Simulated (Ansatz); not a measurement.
The elements of this relaxed trial crystal are hidden behind letters.

```
lattice vectors (Å)
   4.1341    0.0000    0.0000
   0.0000    4.1341    0.0000
   0.0000    0.0000   11.7605
fractional positions
X 0.5000 0.5000 0.0000
Z 0.0000 0.0000 0.7409
Z 0.0000 0.0000 0.2591
Z 0.5000 0.5000 0.5000
Q 0.5000 0.0000 0.1397
Q 0.0000 0.5000 0.3796
Q 0.5000 0.0000 0.6204
Q 0.0000 0.5000 0.8603
```

Method: DFT PBE, scalar-relativistic, plane waves, PAW (Ansatz 0.2.0). Cutoff 420 eV, Γ-centred 10×10×4 mesh (8-atom cell), Gaussian smearing of 0.10 eV, no spin polarisation.

* Space group: P-4m2 (No. 115)
* Conventional cell: a = 4.134 Å, c = 11.761 Å
* Volume per atom: 25.12 Å³
* Density: 5.15 g/cm³
* Energy over the elements: −0.31 eV/atom
* Gap on the 10×10×4 mesh of the 8-atom cell: 0 eV (the bands meet within 0.015 eV)

Energies are uncorrected and count from the elements' standard states at the same level.

**Question.** X is a p-block element of period 5, Z is a p-block element of period 4 and Q is a p-block element of period 4. Which elements are they?

**Answer.** X = In, Z = Ga, Q = As, so the formula is InGa3As4. Density times volume gives a mean mass of 5.15 × 25.12/1.6605 = 77.9 u per atom, and this set has 78.0 u. In is surrounded by 4 As at 2.64 Å; around Ga on a site of symmetry 2mm lie 4 As at 2.50–2.51 Å; around As on its first site lie 2 Ga at 2.50 Å and 2 In at 2.64 Å; 2 more sites not described. Other sets within the hints have nearly the same mass, so mass alone doesn't settle it; this one was computed.

The zero gap may come from the functional, which often closes small gaps. A structure relaxed within its symmetry needn't be a true minimum.
